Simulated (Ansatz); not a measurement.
# BN in Ansatz: reference runs

Reference runs on BN: the cell as given.

Program: Ansatz 0.2.0. These are calculated values, not measurements. Logs are shortened: lines on timing, memory, paths and dates and some standing lists are left out, and cuts for length are marked.

## (1) The cell of the first run

The cell holds a slab with vacuum, 8 atoms: a = 2.504 Å, b = 2.504 Å, c = 24.992 Å, α = 90.00°, β = 90.00°, γ = 120.00°.

## (2) Single point, PBE (the (0 0 1) slab of BN, cut from the database cell, not relaxed)

Input file input.yaml:

```yaml
crystal:
  lattice:
    - [2.5039917043, 0.0, 0.0]
    - [-1.2519958521, 2.1685204268, 0.0]
    - [0.0, 0.0, 24.9918]
  atoms:
    - { symbol: B, position: [0.6666666667, 0.3333333334, 0.3000984323] }
    - { symbol: "N", position: [0.3333333333, 0.6666666666, 0.3000984323] }
    - { symbol: B, position: [0.3333333333, 0.6666666666, 0.4333661441] }
    - { symbol: "N", position: [0.6666666667, 0.3333333334, 0.4333661441] }
    - { symbol: B, position: [0.6666666667, 0.3333333334, 0.5666338559] }
    - { symbol: "N", position: [0.3333333333, 0.6666666666, 0.5666338559] }
    - { symbol: B, position: [0.3333333333, 0.6666666666, 0.6999015677] }
    - { symbol: "N", position: [0.6666666667, 0.3333333334, 0.6999015677] }
hamiltonian:
  xc: pbe
  pseudopotentials: { kind: paw }
kpoints:
  mp_grid: { grid: [12, 12, 1] }
scf:
  occupations: { method: fermi_dirac, width: 0.05 }
output:
  forces: true
  eigenvalues: true
efield:
  axis: 3
  dipole_correction: true
  ramp_width: 0.04
```

Potentials or basis: Ansatz PAW.

Launch:

```
> ansatz run input.yaml --threads 4 --pin off --max-ram 11264MiB --backend cpu --events-out ev --progress --plain --runs-dir out
```

What it wrote:

```text
Warning: RAYON_NUM_THREADS=4 ignored (pool sized by the plan → 4); use --threads N
Engine: ansatz 0.2.0, aarch64-unknown-linux-gnu
Pseudopotentials: kind: paw
Pseudopotential: B, paw, valence charge 3, recommended cutoff 420 eV (normal), B.paw.azcp
Pseudopotential: N, paw, valence charge 5, recommended cutoff 420 eV (normal), N.paw.azcp
Functional definition: PBE
  parameter kappa = 0.804
  parameter beta = 0.06672455060314922
  exchange = pbe_x(kappa = kappa, mu = beta*pi^2/3)
  correlation = pbe_c(beta = beta)
Crystal: 8 atoms, lattice volume = 135.704 Å³
Basis set: ecut = 420 eV, 2645 PW (Γ), exchange–correlation on 36×36×360 points (8 copies of the dense FFT grid, shifted against one another)
Bands: 24, of which v1, the nominal top of the filled ones, is band 16 counted from 1 (15 counted from 0)
Symmetry: 6 space group operations
k-points: 19 of 144 (time reversal used)
Non-local potential: B, projectors of the file, l = 0: 2, l = 1: 2, l = 2: 1
Non-local potential: N, projectors of the file, l = 0: 2, l = 1: 2, l = 2: 1
PAW form: soft (Blöchl's): semilocal exchange-correlation on the pseudo side does not see the compensation charge
PAW one-centre angular grid: B, 110 points (default); XC on 64 Gauss nodes
PAW one-centre angular grid: N, 110 points (default); XC on 64 Gauss nodes
Initial density: superposition of atomic densities (neutral atoms: chi_scale 0, normalization atom), corrected by the library's trained network
Initial wavefunctions: pseudopotential atomic-orbital guess
Functional: x = pbe(κ = 0.804, μ = 0.2195149727645171), c = pbe(β = 0.06672455060314922)
SCF iter   1: F=—  HF=-2169.637226 eV  |F-HF|=—  |Δ(HF+E_count)|=         —  Δρ=1.67e-3  dr2=3.96e-3  ethr=1.77e-3  p=0.000 e·Å  D=1.14e-13 V/Å  ΔV_dip=-0.00 eV  dr2_dipole=4.57e-8  V_vac-E_F(+/−)=3.34/3.34 eV  ⟨swp⟩=7.7  Hψ=2683  notcnv=0
efield: sawtooth ramp at fractional position 0.9800 (placed from the atoms, in the widest stretch of the axis that holds none; the zero of the levels goes with the place), width 0.0400; the density the first Hamiltonian is built on has a dipole p = 0.000 e·Å; the dipole correction subtracts the counter field D = 1.14e-13 V/Å, which shifts the + side's vacuum level by -0.00 eV against the − side's; the planar-averaged density in the ramp window peaks in size at 1.2e-4 e/Å³
preconditioner: auto → none  [insulator: Δε(μ)=4.351 eV  Ē_g=15.127 eV  σ=0.050 eV  W_gap=1.00  n_scr=16 (ndim 8)  ℏωp=18.0 eV  f_vac=0.464  D(μ)=0.00/eV (n_scr^D=0)  ε∞_Penn≈2.4]
SCF iter   2: F=—  HF=-2169.639848 eV  |F-HF|=—  |Δ(HF+E_count)|=   2.62e-3  Δρ=8.68e-4  dr2=1.26e-3  ethr=1.24e-5  p=0.000 e·Å  D=1.75e-4 V/Å  ΔV_dip=-0.00 eV  dr2_dipole=1.09e-7  V_vac-E_F(+/−)=3.65/3.65 eV  ⟨swp⟩=2.1  Hψ=914  notcnv=0  defer=45
SCF iter   3: F=—  HF=-2169.639947 eV  |F-HF|=—  |Δ(HF+E_count)|=   9.88e-5  Δρ=5.60e-4  dr2=1.34e-4  ethr=3.95e-6  p=-0.000 e·Å  D=-4.44e-6 V/Å  ΔV_dip=0.00 eV  dr2_dipole=4.95e-10  V_vac-E_F(+/−)=3.59/3.59 eV  ⟨swp⟩=2.0  Hψ=566  notcnv=0  defer=45
SCF iter   4: F=—  HF=-2169.640341 eV  |F-HF|=—  |Δ(HF+E_count)|=   3.94e-4  Δρ=1.25e-4  dr2=1.42e-5  ethr=4.20e-7  p=0.000 e·Å  D=2.47e-5 V/Å  ΔV_dip=-0.00 eV  dr2_dipole=3.52e-9  V_vac-E_F(+/−)=3.64/3.64 eV  ⟨swp⟩=2.1  Hψ=665  notcnv=0  defer=45
SCF iter   5: F=—  HF=-2169.640401 eV  |F-HF|=—  |Δ(HF+E_count)|=   5.98e-5  Δρ=2.90e-5  dr2=8.38e-7  ethr=4.45e-8  p=-0.000 e·Å  D=-1.59e-5 V/Å  ΔV_dip=0.00 eV  dr2_dipole=7.27e-10  V_vac-E_F(+/−)=3.65/3.65 eV  ⟨swp⟩=2.0  Hψ=718  notcnv=0  defer=47
SCF iter   6: F=—  HF=-2169.640401 eV  |F-HF|=—  |Δ(HF+E_count)|=   2.83e-7  Δρ=1.29e-5  dr2=1.29e-7  ethr=2.62e-9  p=0.000 e·Å  D=4.12e-6 V/Å  ΔV_dip=-0.00 eV  dr2_dipole=9.93e-11  V_vac-E_F(+/−)=3.65/3.65 eV  ⟨swp⟩=2.5  Hψ=685  notcnv=0  defer=47
iter 7 met the thresholds in force, and the SCF goes on: an eigenvalue changes by 11.28 meV, over its tolerance of 10.00 meV (output.eigenvalues, Limitations)
SCF iter   7: F=-2169.640402 eV  HF=-2169.640402 eV  |F-HF|=3.91e-9  |Δ(HF+E_count)|=   4.92e-7  Δρ=2.92e-6  dr2=2.35e-8  ethr=3.13e-10  p=-0.000 e·Å  D=-1.29e-5 V/Å  ΔV_dip=0.00 eV  dr2_dipole=7.05e-10  V_vac-E_F(+/−)=3.65/3.65 eV  ⟨swp⟩=11.9  Hψ=2581  notcnv=0
SCF iter   8: F=-2169.640402 eV  HF=-2169.640402 eV  |F-HF|=1.64e-9  |Δ(HF+E_count)|=   7.86e-9  Δρ=1.05e-6  dr2=1.09e-9  ethr=7.35e-11  p=0.000 e·Å  D=3.08e-6 V/Å  ΔV_dip=-0.00 eV  dr2_dipole=3.73e-11  V_vac-E_F(+/−)=3.65/3.65 eV  ⟨swp⟩=4.8  Hψ=1865  notcnv=0
SCF 1 converged in 8 iterations: F = -2169.640402 eV  dr2 = 1.09e-9
SCF converged after 8 iterations
an eigenvalue changed by more than its tolerance at an iteration that met the thresholds in force, so the SCF went on 1 time: the last check found none over its tolerance
Free energy (F): -2169.640402 eV
Harris-Foulkes:  -2169.640402 eV  (|F-HF|=1.64e-9)
Internal energy: -2169.640402 eV  (E = F + TS)
E sigma→0 (E₀):  -2169.640402 eV
Fermi energy:    1.979583 eV
Dipole field:    D = -0.000007 V/Å  (p = -0.000005 e·Å, saw-weighted, corrected)
Work function:   Φ+ = 3.6544 eV   Φ− = 3.6542 eV
Levels:          The Fermi level and band energies are counted from a zero that moves with the ramp; work functions are not
--- Per-component energies (eV) ---
  E_band       = -234.835833
  E_kinetic    = 733.615189
  E_local      = -17834.875021  (includes V_loc(G=0)·N_el)
  E_nonlocal   = 231.306906
  E_hartree    = 8592.013981
  E_xc         = -368.792063
  E_vxc        = -457.524764  (∫ρ·V_xc dr)
  E_paw        = -827.285153  (= ΣΔE_a)
  E_vpaw       = -91.384825  (= ΣTr[D̂ρ^β])
  E_aug_tail   = 0.000405  (compensation charges beyond the density's cutoff)
  E_efield     = 0.000000  (sawtooth field / dipole correction)
  E_vefield    = 0.000000  (∫n·V_field dr)
  E_ewald      = 7304.375354
  E_smearing   = -0.000000  (= −TS)
  E_closure    = -0.000000  (closes the sum)
  Σ components = -2169.640402   (vs F -2169.640402, Δ=0.00e0)
--- Forces (eV/Å), atoms counted from 1 ---
  atom   1  B     -0.00000000     0.00000000    -0.03038103
  atom   2  N      0.00000000     0.00000000    -0.06569194
  atom   3  B      0.00000000    -0.00000000    -0.00003671
  atom   4  N     -0.00000000     0.00000000    -0.00002547
  atom   5  B     -0.00000000     0.00000000     0.00003034
  atom   6  N      0.00000000    -0.00000000     0.00005281
  atom   7  B      0.00000000    -0.00000000     0.03037751
  atom   8  N     -0.00000000     0.00000000     0.06570412
  max |Σ_I F_I| component: 2.96e-5 eV/Å
--- Band table (eV; the first three rows and the last of 19) ---
  k-point 0: bands = ["-17.9914", "-17.9138", "-17.8240", "-17.7580", "-6.2547", "-5.7810", "-5.1462", "-4.5741", "-1.5530", "-1.5530", "-1.5395", "-1.5395", "-1.5258", "-1.5258", "-1.5220", "-1.5220", "4.6810", "4.8669", "5.6849", "6.3856", "6.8033", "8.0980", "8.5197", "9.7574"]
  k-point 1: bands = ["-17.8560", "-17.7795", "-17.6911", "-17.6261", "-6.0693", "-5.5995", "-4.9706", "-4.4041", "-2.1109", "-2.0968", "-2.0843", "-2.0830", "-1.8133", "-1.7987", "-1.7838", "-1.7787", "4.9137", "5.0906", "5.9119", "6.5977", "7.0213", "8.2631", "8.6987", "9.7896"]
  k-point 2: bands = ["-17.4570", "-17.3839", "-17.2996", "-17.2382", "-5.5210", "-5.0658", "-4.4587", "-3.9120", "-3.5231", "-3.4997", "-3.4901", "-3.4814", "-2.4466", "-2.4298", "-2.4128", "-2.4060", "5.5714", "5.7327", "6.5402", "7.1922", "7.5994", "8.6430", "9.0025", "9.8062"]
  k-point 18: bands = ["-14.2111", "-14.2111", "-14.1962", "-14.1962", "-8.1813", "-8.1357", "-8.0860", "-8.0529", "-7.3760", "-7.3760", "-7.3591", "-7.3590", "-0.2760", "-0.2760", "-0.2159", "-0.2159", "4.4671", "4.4671", "4.5717", "4.5718", "10.8068", "11.4688", "12.4730", "13.1075"]
```

Run time: 2.4 s. Hardware: 4 threads of Arm Neoverse V2, shared host; peak memory 0.38 GiB.

Results:

```
Free energy                     : -2169.6404 eV
Largest force                   : 0.066 eV/Å
Band gap on the k mesh          : 4.34 eV, indirect (least direct gap 4.68 eV)
Work function of the upper face : 3.65 eV
Work function of the lower face : 3.65 eV
Dipole across the slab          : 0.000 e·Å
```

Forces in eV/Å, atoms in the order of the input:
```
B    0.000  0.000 -0.030
N    0.000  0.000 -0.066
B    0.000  0.000  0.000
N    0.000  0.000  0.000
B    0.000  0.000  0.000
N    0.000  0.000  0.000
B    0.000  0.000  0.030
N    0.000  0.000  0.066
```
